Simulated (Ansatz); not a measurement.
Starting structure of a cell relaxation (symmetry kept):

```cif
data_structure
_symmetry_space_group_name_H-M 'P 1'
_symmetry_Int_Tables_number 1
_cell_length_a 4.3104
_cell_length_b 4.3104
_cell_length_c 4.3104
_cell_angle_alpha 90.000
_cell_angle_beta 90.000
_cell_angle_gamma 90.000
_cell_volume 80.09
loop_
_atom_site_label
_atom_site_type_symbol
_atom_site_fract_x
_atom_site_fract_y
_atom_site_fract_z
_atom_site_occupancy
K1 K 0.00000 0.00000 0.00000 1
```

Level of theory: Ansatz 0.2.0, DFT PBE+D3(BJ), scalar-relativistic, plane waves, PAW.

Plane waves to 420 eV, a k mesh through Γ of 10×10×10 on the computed 1-atom cell and Gaussian smearing (0.10 eV); no spin polarisation.

Question: What does it relax to?

Answer: The volume drops by 7.12 Å³/atom to 72.97 Å³/atom, and the energy falls by 6.2 meV/atom. Final structure:
```
K
1.0
     4.17881    0.00000    0.00000
     0.00000    4.17881    0.00000
     0.00000    0.00000    4.17881
K
1
Cartesian
  0.0000 0.0000 0.0000
```

This simple cubic form isn't the element's structure at ambient conditions.

Cost: 1 run of about 0.088 core-minutes, on Intel Xeon 6975P-C (Granite Rapids) (shared hosts).